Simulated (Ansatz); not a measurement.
**SnTe under changes of volume**

One of the cells (31.281 Å³/atom); the others are scaled copies at fixed shape and fractional positions:

```
Te Sn
1.0
     0.00000    3.15085    3.15085
     3.15085    0.00000    3.15085
     3.15085    3.15085    0.00000
Te Sn
1 1
Direct
  0.50000 0.50000 0.50000
  0.00000 0.00000 0.00000
```

* Program: Ansatz 0.2.0
* Functional: PBEsol
* Dispersion: D4
* Potentials or basis: Ansatz PAW
* Cutoff: 420 eV (not typed: the program's choice for these potentials)
* k mesh: 7 × 7 × 7
* Occupations: fermi-dirac, width 0.05 eV
* Spin: no spin polarisation

```tsv
volume (Å³/atom)	energy over the lowest point (meV/atom)	pressure (GPa)
29.404	3.45	1.5
30.030	0.00	0.3
30.656	0.74	-0.7
31.281	?	?
31.907	13.05	-2.4
32.532	23.83	-3.1
33.158	37.16	-3.7
```

Task: What does the run at 31.281 Å³/atom give?

Result: Energy over the lowest point 5.23 meV/atom; pressure -1.6 GPa.

Worked out: A Birch-Murnaghan fit of order 3 (a polynomial in V^(-2/3)) to the other rows has its minimum at 30.22 Å³/atom with B0 = V·E''(V) = 50 GPa and B' = 4.8. It gives 5.24 meV/atom at 31.281 Å³/atom, against the run's 5.23, and -dE/dV = -1.6 GPa, against -1.6.

Energies are extrapolated to zero smearing.

Caveats: the PAW data sets come from PBE, with cores solved anew for the run's functional, which leaves a small shift of forces and pressure.
